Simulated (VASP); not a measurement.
Set up this calculation in VASP 6.6.1, as the native input.

```yaml
Task: electrostatic potential
Functional: optB88-vdW
Potentials_or_basis: VASP PAW PBE potentials, release 64 (Cd)
Cutoff: 520 eV
k_mesh: 10 × 10 × 10
Occupations: methfessel-paxton, width 0.2 eV
Spin: no spin polarisation
Further_INCAR_settings: ALGO = Fast; EDIFF = 1e-08
```

The structure of Cd lies in POSCAR:

```
Cd
1.0
   -1.7843220000      1.7843220000      1.7843220000
    1.7843220000     -1.7843220000      1.7843220000
    1.7843220000      1.7843220000     -1.7843220000
Cd
1
Direct
    0.0000000000      0.0000000000      0.0000000000
```

This isn't the form of Cd at room conditions, which is hcp.

The input as run:

INCAR

```
SYSTEM = Cd
PREC     = Accurate       ! precision mode
ENCUT    = 520            ! plane-wave cutoff, eV
EDIFF    = 1E-8           ! SCF threshold, eV
ISMEAR   = 1              ! smearing method
SIGMA    = 0.2            ! smearing width, eV
LREAL    = .False.        ! projectors in reciprocal space
LASPH    = .True.         ! aspherical terms in the spheres
NELM     = 80             ! most SCF steps
ALGO     = Fast           ! electronic algorithm
ISIF     = 2              ! what is computed and relaxed
LWAVE    = .False.        ! write WAVECAR
LCHARG   = .True.         ! write CHGCAR
GGA      = BO             ! functional
LUSE_VDW = .True.       
AGGAC    = 0.0          
PARAM1   = 0.1833333333 
PARAM2   = 0.22         
LVHAR    = .True.
```

KPOINTS

```
regular mesh
0
Gamma
  10 10 10
  0 0 0
```

Potentials or basis: VASP PAW PBE potentials, release 64 (Cd).

Command:

```bash
$ cat potpaw_PBE.64/Cd/POTCAR > POTCAR
$ mpirun -np 1 vasp_std > vasp.out
```

Results of the run:

```
Pressure               : 1.2 GPa
Band gap on the k mesh : none (metal or under the smearing width)
```

Caveat: the PAW data sets were made with another functional, which shifts forces and pressure a little.

Wall time 27 s on 1 thread of Intel(R) Xeon(R) 6975P-C (Granite Rapids), with other jobs on the host, peak memory 0.26 GiB.
